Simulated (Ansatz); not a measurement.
Run this with Ansatz 0.2.0 through its Python package and show what comes out.

Contents of `al2o3.cif`:
```cif
data_Al2O3
_cell_length_a 3.017483
_cell_length_b 3.017483
_cell_length_c 7.574636
_cell_angle_alpha 90.00000
_cell_angle_beta 90.00000
_cell_angle_gamma 120.00000
_symmetry_space_group_name_H-M 'P 1'
_symmetry_Int_Tables_number 1
loop_
_symmetry_equiv_pos_as_xyz
'x, y, z'
loop_
_atom_site_label
_atom_site_type_symbol
_atom_site_fract_x
_atom_site_fract_y
_atom_site_fract_z
Al1 Al    0.000000    0.000000    0.277951
Al2 Al    0.000000    0.000000    0.722049
O3 O    0.333333    0.666667    0.199454
O4 O    0.666667    0.333333    0.800546
O5 O    0.000000    0.000000    0.500000
```

`run_ecut.py`:
```python
'''Convergence of Al2O3 with the plane-wave cutoff.'''

import csv

import ansatz as az
from ase.io import read


def main() -> None:
    atoms = read('al2o3.cif')
    structure = az.Crystal.from_ase(atoms)

    base = (
        structure.calculation()
        .kpoints(12, 12, 4)
        .functional('PBEsol')
        .occupations('fixed')
    )

    rows = []
    for value in [300, 350, 400, 450, 500, 550]:
        summary = base.basis(value).run().report
        rows.append((value, summary['free_energy_ev'] / len(summary['lattice']['sites']), summary['n_iterations'], summary['n_pw']))

    with open('ecut.csv', 'w', newline='') as handle:
        writer = csv.writer(handle)
        writer.writerow(['cutoff (eV)', 'F/atom (eV)', 'iterations', 'plane waves'])
        writer.writerows([round(v, 5) if isinstance(v, float) else v for v in row] for row in rows)

    # the last row is the reference
    for row in rows[:-1]:
        shift = 1000 * (row[1] - rows[-1][1])
        print(f'{row[0]}: {shift:+.2f} meV/atom' + ('  (within 5 meV)' if abs(shift) < 5 else ''))


if __name__ == '__main__':
    main()
```

```console
$ python run_ecut.py
DeckWarning: the atoms were moved onto the symmetric positions of the space group found under crystal.symmetry.tolerance 1.0e-5 (fractional; no operation is sought that the atoms, as they stand in a round, miss by more than twice it, and no atom is moved by as much as it), and the run uses the moved positions. Before a round's move an operation carried an atom to 3.02e-6 Å from where it should land, the largest such distance. Atom 2 (counting from 0) moved farthest, by 1.74e-6 Å; the longest [...]
DeckWarning: basis.ecutwfc = 300 eV is below the records' recommended 420 eV, and the density's cutoff is lower with it unless basis.ecutrho_ratio is high enough to keep the records' density cutoff: compare with a run at a higher cutoff
DeckWarning: basis.ecutwfc = 350 eV is below the records' recommended 420 eV, and the density's cutoff is lower with it unless basis.ecutrho_ratio is high enough to keep the records' density cutoff: compare with a run at a higher cutoff
DeckWarning: basis.ecutwfc = 400 eV is below the records' recommended 420 eV, and the density's cutoff is lower with it unless basis.ecutrho_ratio is high enough to keep the records' density cutoff: compare with a run at a higher cutoff
300: +285.55 meV/atom
350: +58.09 meV/atom
400: +8.96 meV/atom
450: +0.81 meV/atom  (within 5 meV)
500: +0.13 meV/atom  (within 5 meV)
```
(Warnings from the package without file and line, shortened.)

File `ecut.csv` afterwards:
```csv
cutoff (eV),F/atom (eV),iterations,plane waves
300,-547.28599,7,723
350,-547.51345,7,869
400,-547.56258,7,1069
450,-547.57073,7,1275
500,-547.57141,7,1539
550,-547.57154,7,1757
```

From 450 eV on it stays within 5 meV an atom of the value at 550 eV; the first row (300 eV) is off by 285.5 meV and the last but one by 0.13 meV. The energy falls steadily, as expected when plane waves are added.

This cell is a computed structure, which may not be the phase found in nature. Shifts are counted from the last row, which is itself no proven limit. Wall time of the script: 15 s on 1 thread of Arm Neoverse V2, with other jobs on the host, peak memory 0.47 GiB.
